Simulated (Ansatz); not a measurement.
# MgSe under changes of volume

One of the cells (20.246 Å³/atom); the others are scaled copies at fixed shape and fractional positions:

```
Se Mg
1.0
     0.00000    2.72550    2.72550
     2.72550    0.00000    2.72550
     2.72550    2.72550    0.00000
Se Mg
1 1
Direct
  0.50000 0.50000 0.50000
  0.00000 0.00000 0.00000
```

```yaml
Program: Ansatz 0.2.0
Functional: PBE0
Potentials_or_basis: Ansatz PAW
Cutoff: "420 eV (not typed: the program's choice for these potentials)"
k_mesh: 4 × 4 × 4
Occupations: fermi-dirac, width 0.05 eV
Spin: no spin polarisation
```

| volume (Å³/atom) | energy over the lowest point (meV/atom) | pressure (GPa) | gap on the mesh (eV) |
| --- | --- | --- | --- |
| 19.031 | 25.69 | 5.9 | 3.51 |
| 19.436 | 13.17 | 4.1 | 3.47 |
| 19.841 | 4.99 | 2.4 | 3.43 |
| 20.246 | 0.72 | 1.0 | 3.39 |
| 20.651 | 0.00 | -0.4 | 3.35 |
| 21.056 | 2.47 | -1.6 | 3.31 |
| 21.461 | ? | ? | ? |

**Question.** What does the run at 21.461 Å³/atom give?

**Answer.** Energy over the lowest point 7.83 meV/atom; pressure -2.7 GPa; gap on the mesh 3.27 eV.

Worked out: A Birch-Murnaghan fit of order 3 (a polynomial in V^(-2/3)) to the other rows has its minimum at 20.54 Å³/atom with B0 = V·E''(V) = 66 GPa and B' = 4.1. It gives 7.84 meV/atom at 21.461 Å³/atom, against the run's 7.83, and -dE/dV = -2.7 GPa, against -2.7. A straight line through the other rows of the gap, of slope -1.98 eV per unit of ln V, extrapolates to 3.27 eV, against the run's 3.27.

Energies are extrapolated to zero smearing.

Caveats: all runs use coarse meshes; the PAW data sets come from PBE, with cores solved anew for the run's functional, which leaves a small shift of forces and pressure; the thresholds are loose for stress.

A mesh can miss the band edges. Spin-orbit coupling on Se is left out.
